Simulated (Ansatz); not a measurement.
## TePt in Ansatz: the effect of functional

TePt:

```
CELL_PARAMETERS angstrom
1.95478 1.12860 6.57101
-1.95478 1.12860 6.57101
0.00000 -2.25719 6.57101
ATOMIC_POSITIONS crystal
Pt 0.12967 0.12967 0.12967
Pt 0.87033 0.87033 0.87033
Te 0.40200 0.40200 0.40200
Te 0.59800 0.59800 0.59800
```

The cell isn't the ideal one: volume scaled by 0.96.

Alike in all runs:

```yaml
Program: Ansatz 0.2.0
Task: single point
Potentials_or_basis: Ansatz PAW
k_mesh: 8 × 8 × 8
Occupations: fermi-dirac, width 0.05 eV
Spin: no spin polarisation
```

```csv
functional,cutoff,pressure (GPa),largest force (eV/Å)
LDA,420 eV (not typed: the program's choice for these potentials),?,?
PBEsol,420 eV (not typed: the program's choice for these potentials),5.6,0.63
r2SCAN,500 eV (not typed: the program's choice for these potentials),8.9,0.67
```

Problem. What does the run with functional LDA give?

Solution. Pressure 2.8 GPa; largest force 0.44 eV/Å.

Caveats: the PAW data sets come from PBE, with cores solved anew for the run's functional, which leaves a small shift of forces and pressure.
